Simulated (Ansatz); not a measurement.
CoPtO$_{2}$: course of a relaxation

Level of theory: DFT PBEsol, scalar-relativistic, plane waves, PAW (Ansatz). Settings: 420 eV cutoff, 12×12×2 k-mesh, Gaussian smearing of 0.10 eV, no spin polarisation.

What was changed: shear of c along a, cell held, atoms relaxed: +6.0 %.

A cell with an odd number of electrons and no spin polarisation is a metal by construction and may be lower with spin. Spin–orbit coupling is left out, which can shift energies with elements as heavy as these.

Command:

```bash
ansatz run input.yaml --threads 1 --pin off --max-ram 2560MiB --backend cpu --events-out ev --progress --plain --runs-dir out
```

Input:

```yaml
crystal:
  lattice:
    - [2.8101831228, 0.0, 0.0]
    - [-1.4050915614, 2.4336899736, 0.0]
    - [1.0617971704, 0.0, 17.6966195064]
  atoms:
    - { symbol: Co, position: [0.6666666667, 0.3333333333, 0.8333333333] }
    - { symbol: Co, position: [0.3333333333, 0.6666666667, 0.1666666667] }
    - { symbol: Co, position: [0.0, 0.0, 0.5] }
    - { symbol: Pt, position: [0.0, 0.0, 0.0] }
    - { symbol: Pt, position: [0.6666666667, 0.3333333333, 0.3333333333] }
    - { symbol: Pt, position: [0.3333333333, 0.6666666667, 0.6666666667] }
    - { symbol: O, position: [-0.0096414168, -3.27041e-05, 0.8877331321] }
    - { symbol: O, position: [0.3429747501, 0.6666993708, 0.7789335345] }
    - { symbol: O, position: [0.6570252499, 0.3333006292, 0.2210664655] }
    - { symbol: O, position: [0.0096414168, 3.27041e-05, 0.1122668679] }
    - { symbol: O, position: [0.3236919166, 0.6666339626, 0.5543997988] }
    - { symbol: O, position: [0.6763080834, 0.3333660374, 0.4456002012] }
basis:
  ecutwfc: 420
kpoints:
  mp_grid: { grid: [12, 12, 2] }
hamiltonian:
  xc: pbesol
scf:
  occupations: { method: gaussian, width: 0.1 }
output:
  forces: true
  stress: true
  eigenvalues: true
relax:
  adjacent_minimum: "off"
  f_tol: 0.008
  max_steps: 40
```

F is the free energy.

Steps:

| step | F − F(1) (eV) | largest force component (eV/Å) |
| --- | --- | --- |
| 1 | 0.0000 | 0.198 |
| 2 | -0.0046 | 0.131 |
| 3 | -0.0081 | 0.002 |
| 4 | -0.0081 | 0.002 |

Relaxed structure:

```cif
data_structure
_symmetry_space_group_name_H-M 'P 1'
_symmetry_Int_Tables_number 1
_cell_length_a 2.8102
_cell_length_b 2.8102
_cell_length_c 17.7284
_cell_angle_alpha 91.716
_cell_angle_beta 86.566
_cell_angle_gamma 120.000
_cell_volume 121.03
loop_
_atom_site_label
_atom_site_type_symbol
_atom_site_fract_x
_atom_site_fract_y
_atom_site_fract_z
_atom_site_occupancy
Co1 Co 0.66667 0.33333 0.83333 1
Co2 Co 0.33333 0.66667 0.16667 1
Co3 Co 0.00000 0.00000 0.50000 1
Pt1 Pt 0.00000 0.00000 0.00000 1
Pt2 Pt 0.66667 0.33333 0.33333 1
Pt3 Pt 0.33333 0.66667 0.66667 1
O1 O 0.98555 0.99987 0.88780 1
O2 O 0.34778 0.66680 0.77887 1
O3 O 0.65222 0.33320 0.22113 1
O4 O 0.01445 0.00013 0.11220 1
O5 O 0.31888 0.66654 0.55447 1
O6 O 0.68112 0.33346 0.44553 1
```

The structure is triclinic, space group P-1 (No. 2). The conventional cell has a = 2.810 Å, b = 2.810 Å, c = 6.046 Å, α = 79.99°, β = 78.28°, γ = 60.00°. Around Co (site symmetry -1) lie 6 O at 1.87 to 1.90 Å. Pt (site symmetry -1) has 2 O at 1.99 Å as nearest neighbours. O (site symmetry 1) has 3 Co at 1.87 to 1.90 Å and 1 Pt at 1.99 Å as nearest neighbours.

The run converged. Time: 2.5 min on 1 thread of Intel(R) Xeon(R) 6975P-C (Granite Rapids), with other jobs on the host, peak memory 1.2 GiB.